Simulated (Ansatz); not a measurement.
Crystal: Pb.

```
Pb
1.0
     0.00000    3.43900    3.43900
     3.43900    0.00000    3.43900
     3.43900    3.43900    0.00000
Pb
2
Cartesian
  1.7195 1.7195 1.7195
  0.0000 0.0000 0.0000
```

This isn't the form of Pb at room conditions, which is fcc.

Base run:

| Item | Value |
| --- | --- |
| Program | Ansatz 0.2.0 |
| Functional | PBEsol |
| Potentials or basis | all-electron LAPW, scalar-relativistic |
| Cutoff | 231 eV (chosen from the basis error) |
| Basis error allowed | 0.001 eV/atom |
| k mesh | 7 × 7 × 7 |
| Occupations | fermi-dirac, width 0.05 eV |
| Spin | no spin polarisation |

Its results: pressure 0.5 GPa.

Question: After a change of settings the same cell gave: pressure 4.6 GPa. Which change was it?
A. functional from PBEsol to BLYP
B. functional from PBEsol to LDA
C. functional from PBEsol to revPBE
D. functional from PBEsol to RPBE

Answer: A.

BLYP binds less tightly than PBEsol, so the same cell stands under more pressure.

Runs at the PBE level aren't shown here.
